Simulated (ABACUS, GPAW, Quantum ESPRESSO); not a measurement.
The equilibrium volume of Ag, sorted by core time

Symmetry: Fm-3m, No. 225, cubic system. The conventional cell has a = 4.085 Å, b = 4.085 Å, c = 4.085 Å, α = 90.00°, β = 90.00°, γ = 90.00°. Ag (site symmetry m-3m) has 12 Ag at 2.89 Å as nearest neighbours.

```csv
rung,level,program and potentials,cutoff (eV),k mesh,smearing,task,core time,chip,equilibrium volume (Å³/atom),notes
GGA,BLYP,"ABACUS, PseudoDojo NC SR 0.5 PBE stringent, plane waves",1116,9 × 9 × 9,fermi-dirac 0.05,relaxation of cell and atoms,17 s,Intel Xeon 6975P-C Granite Rapids,18.97,"potentials made for PBE; far from this level's other runs, cause not traced"
non-local van der Waals functional,vdW-DF-cx,"GPAW, GPAW PAW data sets (gpaw-data 1.2.1)",600,11 × 11 × 11,fermi-dirac 0.05,equation of state,50 s,AMD EPYC 9R14 Zen 4,17.27,potentials made for PBE
GGA,PBE,"ABACUS, PseudoDojo NC SR 0.4.1 PBE standard, plane waves",1116,11 × 11 × 11,fermi-dirac 0.05,equation of state,59 s,Intel Xeon 6975P-C Granite Rapids,17.81,-
GGA,SOGGA,"GPAW, PAW data sets generated for this functional",600,11 × 11 × 11,fermi-dirac 0.05,equation of state,67 s,Intel Xeon Platinum 8488C Sapphire Rapids,16.58,-
non-local van der Waals functional,optB86b-vdW,"Quantum ESPRESSO, PseudoDojo 0.4.1 SR PBE standard",1116,11 × 11 × 11,fermi-dirac 0.05,equation of state,9.4 min,Intel Xeon Ice Lake,17.09,potentials made for PBE
```

Times are single runs on shared hosts and different chips, so they are rough; meshes, cutoffs and the tasks' sizes weigh on the time. All rows: no spin polarisation. Smearing widths are in eV. For a metal such meshes aren't converged. Meshes differ between rows, which moves values too. Meshes are those of the run's cell of 1 atom unless a note names another. Relaxations start from the cell shown or near it and stop with a little pressure left. Misses use the values as printed. Runs on faulty files, with rough fits or with known faults for this quantity aren't shown. No row holds spin-orbit coupling.

Measured: 17.05 Å³/atom at 293.15 K (a printed reference work).

Task: Which of the timed runs is the cheapest that comes within 1.5 % of the measured equilibrium volume?

Result: vdW-DF-cx (GPAW, GPAW PAW data sets (gpaw-data 1.2.1)): 17.27 Å³/atom in 50 s. One crystal doesn't make the level reliable, since errors can cancel. The runs are for a static lattice, while measurements hold temperature and zero-point motion.
